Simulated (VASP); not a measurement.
A run of VASP 6.6.1:

INCAR

```
PREC     = Accurate       # precision mode
ENCUT    = 400            # plane-wave cutoff, eV
EDIFF    = 1E-6           # SCF threshold, eV
ISMEAR   = 0              # smearing method
SIGMA    = 0.01           # smearing width, eV
LREAL    = False          # projectors in reciprocal space
LASPH    = True           # aspherical terms in the spheres
NELM     = 80             # most SCF steps
ALGO     = Fast           # electronic algorithm
ISIF     = 2              # what is computed and relaxed
LWAVE    = False          # write WAVECAR
LCHARG   = False          # write CHGCAR
GGA      = PE             # functional
NBANDS   = 16             # bands
ISYM     = 0
```

The input KPOINTS:

```
Automatic mesh
0
Gamma
  1 1 1
```

Contents of POSCAR:

```
H4CO                                    
1.0
   12.7722774153      0.0000000000      0.0000000000
    0.0000000000     13.2722774153      0.0000000000
    0.0000000000      0.0000000000     13.7722774153
  O               C               H             
     1     1     4
Selective dynamics
Direct
     0.5814554605000026    0.4957380617999974    0.4800698287999978   F   F   F
     0.4709007345168943    0.4985833375410336    0.4959323125790473   T   T   T
     0.6154968736400552    0.5348561371265734    0.5307142176538949   T   T   T
     0.4484521455929876    0.4646677748428786    0.5661815079560640   T   T   T
     0.4354390133414563    0.4537911774680984    0.4375645801328557   T   T   T
     0.4391236648754287    0.5758974078562713    0.4918117471126108   T   T   T
```

Potentials or basis: VASP PAW PBE potentials, release 64 (O, C, H).

Run with:

```sh
$ cat potpaw_PBE.64/O/POTCAR potpaw_PBE.64/C/POTCAR potpaw_PBE.64/H/POTCAR > POTCAR
$ mpirun -np 4 vasp_gam > vasp.out
```

Hardware: 4 MPI ranks on Intel(R) Xeon(R) 6975P-C (Granite Rapids) (shared host).

How long does it take, and how much memory?

Run time: 20 s on 4 MPI ranks on Intel(R) Xeon(R) 6975P-C (Granite Rapids), on a shared host, peak memory 0.46 GiB a rank. Counts: scf iterations 24, k points 1.
